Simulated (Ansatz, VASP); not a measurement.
## Tl in VASP and in Ansatz

File INCAR:

```
ALGO = Normal
EDIFF = 1E-6
ENCUT = 520
GGA = PE
ISIF = 2
ISMEAR = 0
LASPH = True
LCHARG = False
LREAL = False
LWAVE = False
NBANDS = 12
NELM = 60
PREC = Accurate
SIGMA = 0.1
```

File KPOINTS:

```
k-points
0
Gamma
  18 18 18
```

The input POSCAR:

```
Tl
1.0
    0.0000000000      2.0971773757      2.0971773757
    2.0971773757      0.0000000000      2.0971773757
    2.0971773757      2.0971773757      0.0000000000
Tl
1
Direct
    0.0000000000      0.0000000000      0.0000000000
```

Input for Ansatz:

```yaml
crystal:
  lattice:
    - [0.0, 2.0971773757, 2.0971773757]
    - [2.0971773757, 0.0, 2.0971773757]
    - [2.0971773757, 2.0971773757, 0.0]
  atoms:
    - { symbol: Tl, position: [0.0, 0.0, 0.0] }
basis:
  ecutwfc: 420
kpoints:
  mp_grid: { grid: [18, 18, 18] }
hamiltonian:
  xc: pbe
scf:
  occupations: { method: gaussian, width: 0.1 }
output:
  forces: true
  stress: true
  eigenvalues: true
```

Alike in both runs: task single point; functional PBE; k mesh 18 × 18 × 18; occupations gaussian, width 0.1 eV; no spin polarisation.

|  | VASP | Ansatz |
| --- | --- | --- |
| version | VASP 6.6.1 | Ansatz 0.2.0 |
| potentials or method | VASP PAW PBE potentials, release 64 (Tl_d) | scalar-relativistic, plane waves, PAW |
| plane-wave cutoff (eV) | 520 | 420 |
| valence electrons in the cell | 13 | 13 |

```tsv
	VASP	Ansatz	Ansatz less VASP
gap on the k mesh at the Fermi level (eV)	none	none	-
pressure (GPa)	59.4	59.5	+0.08
```

A gap of «none» marks a metal or a gap that the smearing closes.

Caveats: so large a pressure means that the cell lies far from this level's equilibrium, or that cutoff or potentials fall short (VASP). Spin-orbit coupling is left out, which matters for the levels of Tl.
